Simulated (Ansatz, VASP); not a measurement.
This is a calculation of Pb for VASP 6.6.1.

Contents of INCAR:

```
ALGO = Normal
EDIFF = 1E-7
ENCUT = 520
GGA = PS
ISIF = 2
ISMEAR = -1
LASPH = T
LCHARG = T
LELF = T
LREAL = F
LVHAR = T
LWAVE = F
NBANDS = 13
NELM = 100
PREC = Accurate
SIGMA = 0.05
```

File KPOINTS:

```
k-points
0
Gamma
  9 9 9
```

POSCAR

```
Pb
1.0
    0.0000000000      2.4914113386      2.4914113386
    2.4914113386      0.0000000000      2.4914113386
    2.4914113386      2.4914113386      0.0000000000
Pb
1
Direct
    0.0000000000      0.0000000000      0.0000000000
```

Potentials or basis: VASP PAW PBE potentials, release 64 (Pb_d).

Launch:

```bash
$ cat potpaw_PBE.64/Pb_d/POTCAR > POTCAR
$ mpirun -np 1 vasp_std > vasp.out
```

Task: Translate it to Ansatz 0.2.0. Potentials there: all-electron LAPW, scalar-relativistic.

Result: As run (the cutoff follows the program's own potentials):

File input.yaml:

```yaml
crystal:
  lattice:
    - [0.0, 2.4914113386, 2.4914113386]
    - [2.4914113386, 0.0, 2.4914113386]
    - [2.4914113386, 2.4914113386, 0.0]
  atoms:
    - { symbol: Pb, position: [0.0, 0.0, 0.0] }
kpoints:
  mp_grid: { grid: [9, 9, 9] }
scf:
  occupations: { method: fermi_dirac, width: 0.05 }
hamiltonian:
  xc: pbesol
  pseudopotentials: { kind: all_electron, lapw: { basis_error: 0.0005 } }
output:
  forces: true
  stress: true
  eigenvalues: true
```

Potentials or basis: all-electron LAPW, scalar-relativistic.

Command:

```bash
$ ansatz run input.yaml --threads 1 --pin off --max-ram 3072MiB --backend cpu --events-out ev --progress --plain --runs-dir out
```

Both were run:

|  | VASP | Ansatz | Ansatz less VASP |
| --- | --- | --- | --- |
| gap on the k mesh at the Fermi level (eV) | none | none | - |
| pressure (GPa) | -1.6 | -1.5 | +0.09 |

A gap of «none» marks a metal or a gap that the smearing closes. Ansatz ran all-electron here, so the differences hold the error of VASP's frozen core and of both bases.

Caveats: the PAW data sets were made with another functional, which shifts forces and pressure a little (VASP). The runs have no spin-orbit coupling, so splittings on Pb are missing.
